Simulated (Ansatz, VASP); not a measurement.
## Two plane-wave programs on Sr

The input INCAR:

```
SYSTEM = Sr
ALGO     = Normal         ! electronic algorithm
EDIFF    = 1E-7           ! SCF threshold, eV
ENCUT    = 520            ! plane-wave cutoff, eV
GGA      = PE             ! functional
ISIF     = 2              ! what is computed and relaxed
ISMEAR   = -1             ! smearing method
LASPH    = .True.         ! aspherical terms in the spheres
LCHARG   = .False.        ! write CHGCAR
LREAL    = .False.        ! projectors in reciprocal space
LWAVE    = .False.        ! write WAVECAR
NBANDS   = 11             ! bands
NELM     = 80             ! most SCF steps
PREC     = Accurate       ! precision mode
SIGMA    = 0.1            ! smearing width, eV
```

Contents of KPOINTS:

```
k-points
0
Gamma
  10 10 10
  0 0 0
```

POSCAR

```
Sr
1.0
    0.0000000000      3.0191365063      3.0191365063
    3.0191365063      0.0000000000      3.0191365063
    3.0191365063      3.0191365063      0.0000000000
Sr
1
Direct
    0.0000000000      0.0000000000      0.0000000000
```

Input for Ansatz:

```yaml
crystal:
  lattice:
    - [0.0, 3.0191365063, 3.0191365063]
    - [3.0191365063, 0.0, 3.0191365063]
    - [3.0191365063, 3.0191365063, 0.0]
  atoms:
    - { symbol: Sr, position: [0.0, 0.0, 0.0] }
hamiltonian:
  xc: pbe
  pseudopotentials:
    kind: paw
    azcp:
      Sr: "pseudopotentials/Sr.paw.azcp"
basis:
  ecutwfc: 420
  fft_grid_basis: typed
kpoints:
  mp_grid: { grid: [10, 10, 10], shift: [0, 0, 0] }
magnetization:
  spin_polarized: false
scf:
  occupations: { method: fermi_dirac, width: 0.1 }
  lower_state_search: "off"
output:
  stress: true
```

Alike in both runs: task single point; functional PBE; k mesh 10 × 10 × 10; occupations fermi-dirac, width 0.1 eV; no spin polarisation.

|  | VASP | Ansatz |
| --- | --- | --- |
| version | VASP 6.6.1 | Ansatz 0.2.0 |
| potentials or method | VASP PAW PBE potentials, release 64 (Sr_sv) | plane waves (420 eV) with PAW, scalar-relativistic |
| plane-wave cutoff (eV) | 520 | 420 |
| valence electrons in the cell | 10 | 10 |

```csv
,VASP,Ansatz,Ansatz less VASP
pressure (GPa),0.0,0.0,-0.01
```
